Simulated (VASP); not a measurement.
Here is a VASP 6.6.1 calculation.

Contents of INCAR:

```
  ALGO = Fast
  EDIFF = 1E-6
  ENCUT = 520
  GGA = PS
  ISIF = 2
  ISMEAR = -1
  LASPH = True
  LCHARG = True
  LELF = True
  LREAL = False
  LVHAR = True
  LWAVE = False
  NBANDS = 12
  NELM = 100
  PREC = Accurate
  SIGMA = 0.1
```

KPOINTS

```
k-points
0
Gamma
  17 17 15
```

File POSCAR:

```
B
1.0
    2.8522875017      0.0000000000      0.0000000000
   -1.4261437509      2.4701534354      0.0000000000
    0.0000000000      0.0000000000      2.8061200988
B
3
Direct
    0.0000000000      0.0000000000      0.0000000000
    0.3333333333      0.6666666667      0.5000000000
    0.6666666667      0.3333333333      0.5000000000
```

Potentials or basis: VASP PAW PBE potentials, release 64 (B).

The run is started by

```sh
$ cat potpaw_PBE.64/B/POTCAR > POTCAR
$ mpirun -np 1 vasp_std > vasp.out
```

Question: Estimate the band gap on the k mesh.

Answer: None (metal or under the smearing width).

Question: Estimate the pressure.

Answer: 0.3 GPa.

Stress tensor (GPa, compression positive):
```
0.33 0.00 0.00
0.00 0.33 0.00
0.00 0.00 0.23
```

Caveat: the PAW data sets were made with another functional, which shifts forces and pressure a little.
